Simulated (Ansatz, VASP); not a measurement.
TiH2 in VASP and in Ansatz

File POSCAR:

```
TiH2
1.0
   -1.5965000000      1.5965000000      2.1335000000
    1.5965000000     -1.5965000000      2.1335000000
    1.5965000000      1.5965000000     -2.1335000000
Ti H
1 2
Direct
    0.0000000000      0.0000000000      0.0000000000
    0.7500000000      0.2500000000      0.5000000000
    0.2500000000      0.7500000000      0.5000000000
```

The input INCAR.step1:

```
SYSTEM = TiH2
ALGO = Normal
EDIFF = 1E-4
ENCUT = 520
GGA = PE
ISMEAR = 0
LASPH = .True.
LCHARG = .False.
LREAL = .False.
LWAVE = .True.
NBANDS = 14
NELM = 100
PREC = Accurate
SIGMA = 0.1
```

File INCAR.step2:

```
SYSTEM = TiH2
ALGO = Normal
EDIFF = 1E-8
ENCUT = 520
ISIF = 2
ISMEAR = 0
ISTART = 1
LASPH = .True.
LCHARG = .False.
LEFG = .True.
LMIXTAU = .True.
LREAL = .False.
LWAVE = .False.
METAGGA = R2SCAN
NBANDS = 14
NELM = 100
PREC = Accurate
SIGMA = 0.1
```

KPOINTS

```
k-points
0
Gamma
  20 20 20
  0 0 0
```

Input for Ansatz:

```yaml
crystal:
  lattice:
    - [-1.5965, 1.5965, 2.1335]
    - [1.5965, -1.5965, 2.1335]
    - [1.5965, 1.5965, -2.1335]
  atoms:
    - { symbol: Ti, position: [0.0, 0.0, 0.0] }
    - { symbol: H, position: [0.75, 0.25, 0.5] }
    - { symbol: H, position: [0.25, 0.75, 0.5] }
scf:
  occupations: { method: gaussian, width: 0.1 }
output:
  forces: true
  stress: true
  eigenvalues: true
  efg: {}
  bader: true
  write_density: true
  write_potential: true
  elf: true
  volumetric_format: npy
kpoints:
  mp_grid: { grid: [20, 20, 20] }
hamiltonian:
  xc: r2scan
```

Alike in both runs: task electric field gradients; functional r2SCAN; k mesh 20 × 20 × 20; occupations gaussian, width 0.1 eV; no spin polarisation.

|  | VASP | Ansatz |
| --- | --- | --- |
| version | VASP 6.6.1 | Ansatz 0.2.0 |
| potentials or method | VASP PAW PBE potentials, release 64 (Ti_sv, H) | scalar-relativistic, plane waves, PAW |
| plane-wave cutoff (eV) | 520 | 500 |
| valence electrons in the cell | 14 | 14 |

```tsv
	VASP	Ansatz	Ansatz less VASP
gap on the k mesh at the Fermi level (eV)	none	none	-
pressure (GPa)	-2.4	-2.8	-0.46
largest component of the traceless stress (GPa)	0.96	0.89	-0.067
Vzz of the field gradient on the site that differs most (V/Å²)	-2.0	-1.3	+0.71
```

A gap of «none» marks a metal or a gap that the smearing closes.

Caveats: the PAW data sets were made with another functional, which shifts forces and pressure a little (VASP).
